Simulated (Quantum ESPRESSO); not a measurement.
A run of Quantum ESPRESSO 7.5 is set up as follows.

Contents of pw.in:

```
&CONTROL
  calculation = 'vc-relax'
  prefix = 'pwscf'
  outdir = './tmp'
  pseudo_dir = './pseudo'
  tprnfor = .true.
  tstress = .true.
  disk_io = 'low'
  nstep = 40
  forc_conv_thr = 0.0004
  etot_conv_thr = 1d-05
/
&SYSTEM
  ibrav = 0
  nat = 2
  ntyp = 2
  ecutwfc = 63
  ecutrho = 506
  nbnd = 9
  occupations = 'smearing'
  smearing = 'fd'
  degauss = 0.00367493
/
&ELECTRONS
  conv_thr = 4d-10
  electron_maxstep = 120
  mixing_beta = 0.5
/
&IONS
  ion_dynamics = 'bfgs'
/
&CELL
  cell_dynamics = 'bfgs'
  press = 50
  press_conv_thr = 0.3
/
ATOMIC_SPECIES
As    74.9216 As.pbe-n-rrkjus_psl.0.2.UPF
B     10.8100 b_pbe_v1.4.uspp.F.UPF
CELL_PARAMETERS angstrom
   0.0000000000    2.3885000000    2.3885000000
   2.3885000000    0.0000000000    2.3885000000
   2.3885000000    2.3885000000    0.0000000000
ATOMIC_POSITIONS crystal
As     0.7500000000    0.7500000000    0.7500000000
B      0.0000000000    0.0000000000    0.0000000000
K_POINTS automatic
10 10 10 0 0 0
```

Potentials or basis: SSSP 1.3 efficiency PBE.

Command:

```bash
$ OMP_NUM_THREADS=1 pw.x -in pw.in > pw.out
```

**Question.** What does it give for the relaxed cell?

**Answer.** a = 3.366 Å, b = 3.366 Å, c = 3.366 Å, α = 60.00°, β = 60.00°, γ = 60.00°.

**Question.** Estimate the space group after relaxing (to 0.05 Å).

**Answer.** F-43m (No. 216).

**Question.** What does it give for the band gap on the k mesh?

**Answer.** 1.16 eV, indirect (least direct gap 3.32 eV).

Final structure:
```
As B
1.0
     0.00000    2.38017    2.38017
     2.38017    0.00000    2.38017
     2.38017    2.38017    0.00000
As B
1 1
Direct
  0.75000 0.75000 0.75000
  0.00000 0.00000 0.00000
```

A k mesh can miss the band edges. PBE gaps usually lie below the measured ones, often by a third to a half.
